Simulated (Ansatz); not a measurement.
# ZnF$_{2}$: strain energy, fitted

ZnF$_{2}$, P4_2/mnm, a = 4.703 Å, c = 3.127 Å. Ansatz: r2SCAN, PAW, 500 eV, Γ-centred 6×6×8 mesh on 6 atoms, Gaussian smearing 0.02 eV; no spin polarisation. Series: equal strain along all axes, cell held, atoms relaxed; x is the strain in per cent. y is the free energy over the unstrained cell, V0 = 11.526 Å³/atom.

| x (%) | y (meV/atom) |
| --- | --- |
| -3.0 | 39.11 |
| -2.0 | 16.77 |
| -1.0 | 4.07 |
| 0.0 | 0.00 |
| 1.0 | 3.68 |
| 2.0 | 14.27 |
| 3.0 | ? |

Problem. Fit y = c2 x² + c3 x³ to the other rows, turn c2 into a modulus, and predict the missing energy.

Solution. Least squares on the rows shown. y = 3.8785 x² − 0.15587 x³. In eV per unit strain² c2 is 38.78; the stiffness is B for this strain (E = 9/2 B V0 ε², shape held): 2 × 38.78 × 160.2 / (9 × 11.526) = 120 GPa. At x = 3.0 the fit asked for gives 30.70 meV/atom. The run gave 30.99 meV/atom, so the fit is 0.29 meV/atom too low, 0.74 % of the span of the series, against an rms of 0.03 meV/atom on the fitted rows. The row lies outside the fitted range. With a term in x⁴ added, a fit to the same known rows predicts 30.65 meV/atom, no real gain.